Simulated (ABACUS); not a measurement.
Ta:

```xyz
1
Lattice="-1.6513 1.6513 1.6513 1.6513 -1.6513 1.6513 1.6513 1.6513 -1.6513" Properties=species:S:1:pos:R:3 pbc="T T T"
Ta    0.0000    0.0000    0.0000
```

| Item | Value |
| --- | --- |
| Program | ABACUS 3.10.1 |
| Task | relaxation of cell and atoms |
| Functional | rPW86PBE |
| Potentials or basis | GBRV ultrasoft 1.5 PBE |
| Cutoff | 544 eV |
| Density cutoff | 4354 eV |
| Basis | plane waves |
| k mesh | 9 × 9 × 9 |
| Occupations | fermi-dirac, width 0.05 eV |
| Spin | no spin polarisation |

At the start: pressure 8.0 GPa; volume 18.01 Å³/atom.

Question: How do energy, volume and symmetry change on relaxing?

Answer: Over 6 steps the energy falls by 18.2 meV/atom and the volume is 18.76 Å³/atom (+4.2 %); space group Im-3m (No. 229, to 0.05 Å).

The path:
| step | energy change (eV) | largest force (eV/Å) | pressure (GPa) | volume (Å³) |
| --- | --- | --- | --- | --- |
| 1 | 0.0000 | 0.0000 | 8.05 | 18.01 |
| 2 | 0.0712 | 0.0000 | -14.84 | 20.57 |
| 3 | -0.0182 | 0.0000 | -0.23 | 18.78 |
| 4 | -0.0182 | 0.0000 | -0.25 | 18.78 |
| 5 | -0.0182 | 0.0000 | 0.48 | 18.71 |
| 6 | -0.0182 | 0.0000 | 0.01 | 18.76 |

Final structure:
```
CELL_PARAMETERS angstrom
-1.67382 1.67382 1.67382
1.67382 -1.67382 1.67382
1.67382 1.67382 -1.67382
ATOMIC_POSITIONS crystal
Ta 0.00000 0.00000 0.00000
```

Caveat: the potentials were made for another functional, which shifts forces and pressure.
